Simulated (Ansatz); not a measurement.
A 4-atom cell of Si (P6_3/mmc) from a materials database: an Ansatz output whose functional has been blanked. The cell was relaxed with r2SCAN and then strained, so it isn't that functional's minimum.

```yaml
crystal:
  lattice:
    - [3.83212, 0.00000, 0.00000]
    - [-1.91606, 3.31871, 0.00000]
    - [0.00000, 0.00000, 6.34124]
  atoms:
    - { symbol: Si, position: [0.33333, 0.66667, 0.06306] }
    - { symbol: Si, position: [0.66667, 0.33333, 0.56306] }
    - { symbol: Si, position: [0.33333, 0.66667, 0.43694] }
    - { symbol: Si, position: [0.66667, 0.33333, 0.93694] }
```

```
scf.n_extra_bands = 5 over 8 filled bands (N_el = 16.0): the run solves 13 bands
Pseudopotential: Si, paw, valence charge 4, recommended cutoff 420 eV
Crystal: 4 atoms, lattice volume = 80.646 Å³
Basis set: ecut = 420 eV, 1581 PW (Γ)
Symmetry: 24 space group operations
Space group: P63/mmc (ITA 194)
k-points: 57 of 576
preconditioner: auto → none  [insulator: Δε(μ)=0.426 eV  σ=0.020 eV  ℏωp=16.5 eV]
NSCF: frozen V_eff on 7 k-points
SCF converged after 6 iterations
Free energy (F): -2543.193020 eV
Fermi energy:    6.618743 eV
--- Per-component energies (eV) ---
  E_band       = 17.794036
  E_kinetic    = 161.226451
  E_local      = -111.572796
  E_nonlocal   = 103.807798
  E_hartree    = 30.560867
  E_xc         = -220.654542
  E_vxc        = -186.852203
  E_paw        = -2051.168731
  E_vpaw       = -9.936958
  E_ewald      = -455.392092
--- Forces (eV/Å), atoms counted from 1 ---
  atom   1  Si      0.00000      0.00000    -0.00259
  atom   2  Si      0.00000      0.00000    -0.00259
  atom   3  Si      0.00000      0.00000      0.00259
  atom   4  Si      0.00000      0.00000      0.00259
--- Stress (GPa, compression-positive) ---
        1.320447       0.000000       0.000000
        0.000000       1.320447       0.000000
        0.000000       0.000000       1.136989
  P = ⅓ Tr σ = 1.2593 GPa (12.593 kbar)
--- Band table (eV; the first three rows and the last of 57) ---
  k-point 0: bands = […, -0.7971, 4.9004, 4.9004, 6.0535, 6.4105, 6.4105, 7.4471, 8.4170, 8.4170, 8.7280, …]
  k-point 1: bands = […, 0.1952, 4.4632, 5.0552, 5.0552, 6.0732, 6.0732, 7.6489, 8.7287, 8.7287, 8.9515, …]
  k-point 2: bands = […, 2.1740, 2.1740, 5.4895, 5.4895, 5.4895, 5.4895, 8.2205, 8.2205, 9.3917, 9.3917, …]
  k-point 56: bands = […, -0.9999, -0.9999, 1.9427, 1.9427, 4.4146, 4.4146, 7.9644, 7.9644, 10.0156, 10.0156, …]
```

Levels at the listed points, from bands.tsv (eV from the Fermi energy, bands near the gap, counted from 0):
```tsv
# k_distance	band_3	band_4	band_5	band_6	band_7	band_8	band_9	band_10	band_11
# fermi_ev = 6.618743
# [0, 0, 0] at k_distance = 0.000000
# [0.5, 0, 0] at k_distance = 0.946631
# [0.3333333333, 0.3333333333, 0] at k_distance = 1.493168
# [0, 0, 0.5] at k_distance = 2.693275
# [0.5, 0, 0.5] at k_distance = 3.639905
# [0.3333333333, 0.3333333333, 0.5] at k_distance = 4.186442
# [0, 0.5, 0] at k_distance = 4.924105
# levels_relative_to = fermi_ev
0.000	-1.718	-1.718	-0.565	-0.208	-0.208	0.828	1.798	1.798	2.109
0.947	-6.183	-4.860	-3.252	-3.187	-1.646	0.217	2.130	2.780	2.908
1.493	-6.792	-5.375	-3.778	-3.778	-3.535	0.630	5.140	5.140	5.194
2.693	-4.445	-1.129	-1.129	-1.129	-1.129	1.602	1.602	2.773	2.773
3.640	-7.458	-2.664	-2.664	-2.620	-2.620	0.707	0.707	1.457	1.457
4.186	-7.619	-4.676	-4.676	-2.204	-2.204	1.346	1.346	3.397	3.397
4.924	-6.183	-4.860	-3.252	-3.187	-1.646	0.217	2.130	2.780	2.908
```
In order the rows are Γ, M, K, A, L, H, M.

Q: Which functional gave these numbers?
A. LDA
B. LC-ωPBE
C. PBE
D. r2SCAN

A: C. PBE. There is no exchange loop, so no exact exchange. The compression on the r2SCAN cell fits PBE, which tends to larger cells. The PBE gap is indirect, 0.43 eV (Γ to M), below the direct gap of 1.04 eV at Γ. Within one family of functionals the choice rests on the size of the gap and stress, not on a line of the log.

Command: `ansatz run input.yaml --threads 4 --pin off --max-ram 4608MiB --backend cpu --events-out ev --progress --plain --runs-dir out`. Wall time 1.4 s on 4 threads of Arm Neoverse V1, with other jobs on the host; peak host memory 0.36 GiB.

No spin polarisation and no zero-point or thermal motion.
